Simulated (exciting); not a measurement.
Here is an exciting (release sodium) calculation.

The input input.xml:

```xml
<input>
  <title>ZnCu</title>
  <structure speciespath="./" tshift="false">
    <crystal scale="1">
      <basevect>5.565243437023 0.000000000000 0.000000000000</basevect>
      <basevect>0.000000000000 5.565243437023 0.000000000000</basevect>
      <basevect>0.000000000000 0.000000000000 5.565243437023</basevect>
    </crystal>
    <species speciesfile="Zn.xml" rmt="2">
      <atom coord="0.500000000000 0.500000000000 0.500000000000"/>
    </species>
    <species speciesfile="Cu.xml" rmt="2">
      <atom coord="0.000000000000 0.000000000000 0.000000000000"/>
    </species>
  </structure>
  <groundstate do="fromscratch" ngridk="9 9 9" rgkmax="9" gmaxvr="14" lmaxapw="10" lmaxmat="10" lmaxvr="8" xctype="GGA_PBE" stype="Gaussian" swidth="0.00367493" nempty="14" ValenceRelativity="iora*" epsengy="1e-05" epspot="1e-05" maxscl="60" tforce="true" outputlevel="normal"/>
</input>
```

Potentials or basis: all-electron LAPW+lo, shipped species files, valence relativity iora*.

The run is started by

```bash
$ OMP_NUM_THREADS=1 exciting_smp
```

(1) Estimate the band gap on the k mesh.

(2) What does it give for the density of states at the Fermi level?

## Answers

(1) none (metal or under the smearing width).

(2) 0.40 states/eV per cell.

Caveat: the log's total energy holds no entropy term; the free energy is that total less TS from the occupations.
